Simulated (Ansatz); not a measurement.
**KF, explained**

**What was measured.** A cell as deposited of cubic KF (space group Fm-3m), temperature not stated, from the Crystallography Open Database (1963), has a = 5.347 Å and 19.11 Å³/atom.

Level of theory: DFT, PBE, scalar-relativistic, no spin polarisation; plane waves to 420 eV with PAW datasets (Ansatz 0.2.0), Γ-centred 12×12×12 mesh, 0.05 eV Gaussian smearing; PAW files: Ansatz's generated set soft_2.

The chain of runs began from a cell as deposited in COD, expanded in volume.

The relaxed structure (symmetry read at 0.01 Å). Symmetry: Fm-3m, No. 225, cubic system. Conventional cell: a = 5.420 Å, b = 5.420 Å, c = 5.420 Å, α = 90.00°, β = 90.00°, γ = 90.00°. K (site symmetry m-3m) has 6 F at 2.71 Å as nearest neighbours. F (site symmetry m-3m) is surrounded by 6 K at 2.71 Å. (Shells end 15 % past the nearest neighbour.)

**Question.** Should it be a metal or an insulator?

**Answer.** Formal charges K⁺, F⁻ balance and leave closed shells on every ion, so a band insulator is expected, and the gap is 5.96 eV.

**Question.** What kind of gap is it?

**Answer.** It is direct, 5.96 eV. Within 0.6 eV of the edges the projected states are 98 % F 2p at the top of the valence band and 97 % K 4s at the bottom of the conduction band. The lowest excitation takes an electron from F back to K, as in ionic insulators.

**Question.** What fixes the bond lengths?

**Answer.** Shannon's ionic radii give a check on the bond lengths: K⁺ with 6 neighbours 1.38 Å + F⁻ 1.33 Å = 2.71 Å against a computed mean of 2.71 Å. Sums and bonds agree within 3 %, so ion sizes set the bond lengths.

**Question.** How ionic is it?

**Answer.** Bader charges against formal ones: K +0.86 (+1), F −0.86 (−1). The cations give up 86 % of the formal charge; Bader charges stay under formal ones because the anions' density reaches into the cations' basins, though a share this high marks a strongly ionic bond.

**Question.** How stiff is it, in energy terms?

**Answer.** B0·V0 = 28.8 GPa × 19.91 Å³ = 3.58 eV/atom sets the scale: near the minimum ΔE ≈ ½ B0 V0 x², with x = V/V0 − 1, and a pressure of 0.29 GPa squeezes the volume by about 1 %. At the ends of the curve: x = −4.0 % predicts 2.9 meV/atom and the run gives 3.1; x = +4.0 % predicts 2.8 meV/atom and the run gives 2.6. The lopsidedness is anharmonic: atoms resist being pushed together more than being pulled apart.

All results together:

* Volume: 19.91 Å³/atom
* Band gap: 5.96 eV
* Smallest direct gap: 5.96 eV
* Bader charges: K 0.86; F -0.86 e
* Formation energy from the elements (0 K, uncorrected): -2.71 eV/atom
* Bulk modulus (Birch–Murnaghan): 29 GPa
* Pressure derivative B0′: 4.9

**Comparison.** The computed cell (5.420 Å, 19.91 Å³/atom) differs from the database's by +4.2 % in volume, about +1.4 % in length. PBE usually overestimates volumes by a few per cent. The static lattice also lacks zero-point motion and thermal expansion, roughly 2.2 to 5.4 % in volume at 300 K (room temperature assumed) by Grüneisen's rule, γ·3k_BT/(B0·V0) with γ of 1 to 2.5, so its own overestimate is larger than the figure.

Kohn–Sham gaps of semilocal functionals lie under measured ones, often by a third or more.
